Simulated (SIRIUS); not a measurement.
Something may be wrong with this SIRIUS 7.10.0 calculation of Hf.

File sirius.json:

```json
{
  "control": {
    "processing_unit": "cpu",
    "verbosity": 2,
    "num_bands_to_print": 13,
    "print_forces": true,
    "print_stress": true
  },
  "parameters": {
    "electronic_structure_method": "pseudopotential",
    "xc_functionals": ["XC_GGA_X_PBE_SOL", "XC_GGA_C_PBE_SOL"],
    "gk_cutoff": 7.7,
    "pw_cutoff": 15.4,
    "ngridk": [5, 4, 4],
    "shiftk": [0, 0, 0],
    "smearing": "methfesel_paxton",
    "smearing_width": 0.0018374661,
    "num_bands": 13,
    "num_mag_dims": 0,
    "num_dft_iter": 80,
    "energy_tol": 1e-08,
    "density_tol": 1e-06
  },
  "iterative_solver": {
    "type": "davidson",
    "min_tolerance": 1e-09,
    "tolerance_scale": [0.1, 0.25]
  },
  "mixer": {
    "type": "anderson",
    "beta": 0.7,
    "max_history": 8
  },
  "settings": {
    "tol_ne": 1e-10,
    "pseudo_grid_cutoff": 6.5
  },
  "unit_cell": {
    "lattice_vectors": [
      [-3.203085082042, 3.122059276099, 3.100868095207],
      [3.54603960892, -3.120977785838, 3.442741131825],
      [3.668066575822, 3.585959260721, -3.099786604946]
    ],
    "atom_coordinate_units": "lattice",
    "atom_types": ["Hf"],
    "atom_files": {
      "Hf": "Hf.json"
    },
    "atoms": {
      "Hf": [
        [0.0, 0.0, 0.0]
      ]
    }
  }
}
```

Potentials or basis: PseudoDojo 0.4.1 PBE standard (scalar relativistic).

Launch:

```console
$ upf_to_json Hf.upf
$ OMP_NUM_THREADS=1 sirius.scf --input=sirius.json --output=out.json --task=0
```

Output:

```text
get_smearing_t(): wrong label of the smearing_t enumerator: methfesel_paxton
--------------------------------------------------------------------------
MPI_ABORT was invoked on rank 0 in communicator MPI_COMM_WORLD
  Errorcode: -1

NOTE: invoking MPI_ABORT causes Open MPI to kill all MPI processes.
You may or may not see output from other processes, depending on
exactly when Open MPI kills them.
--------------------------------------------------------------------------
```

How did it end, and where is the flaw?

The program refused the input. The input holds a flaw that was put in on purpose: smearing spelt as in the input schema, which the program refuses (parameters.smearing = methfesel_paxton).
